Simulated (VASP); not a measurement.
Set up this calculation in VASP 6.6.1, as the native input.

* Task: optical spectrum
* Functional: PBEsol
* Dispersion: D3
* Potentials or basis: VASP PAW PBE potentials, release 64 (Ge_h, Si)
* Cutoff: 900 eV
* k mesh: 6 × 6 × 3
* Occupations: gaussian, width 0.05 eV
* Spin: spin-orbit coupling, no magnetisation
* Further INCAR settings: ALGO = Normal; EDIFF = 1e-07; NBANDS = 132

The structure of SiGe lies in POSCAR:

```
SiGe
1.0
    3.9044512986      0.0000000000      0.0000000000
   -1.9522256493      3.3813540124      0.0000000000
    0.0000000000      0.0000000000      6.4507830000
Ge Si
2 2
Direct
    0.3333333333      0.6666666667      0.0003920000
    0.6666666667      0.3333333333      0.5003920000
    0.3333333333      0.6666666667      0.3746070000
    0.6666666667      0.3333333333      0.8746070000
```

The cell comes from a database or a generator and needn't be the stable form of this composition.

One way to write it, as run:

INCAR

```
SYSTEM = SiGe
PREC = Accurate
ENCUT = 900
EDIFF = 1E-7
ISMEAR = 0
SIGMA = 0.05
LREAL = .False.
LASPH = .True.
NELM = 60
ALGO = Normal
ISIF = 2
LWAVE = .False.
LCHARG = .False.
LNONCOLLINEAR = .True.
MAGMOM = 0 0 0 0 0 0 0 0 0 0 0 0
LORBIT = 11
LSORBIT = .True.
GGA_COMPAT = .False.
GGA = PS
IVDW = 11
LOPTICS = .True.
NBANDS = 132
NEDOS = 1000
CSHIFT = 0.05
```

KPOINTS

```
Automatic mesh
0
Gamma
  6 6 3
  0 0 0
```

Potentials or basis: VASP PAW PBE potentials, release 64 (Ge_h, Si).

Run with:

```bash
$ cat potpaw_PBE.64/Ge_h/POTCAR potpaw_PBE.64/Si/POTCAR > POTCAR
$ mpirun -np 1 vasp_ncl > vasp.out
```

Results of the run:

| Quantity | Value |
| --- | --- |
| Pressure | -0.8 GPa |
| Largest force | 0.023 eV/Å |
| Valence electrons inside the program's atomic spheres | Ge 11.51; Si 1.65 |
| Dispersion energy per atom | -0.128 eV |

Caveat: spectra need much finer meshes, so this one isn't converged; independent-particle spectra lack excitons; the PAW data sets were made with another functional, which shifts forces and pressure a little.

Run time: 19 min on 1 thread of Intel(R) Xeon(R) Platinum 8488C (Sapphire Rapids), on a shared host, peak memory 1.4 GiB.
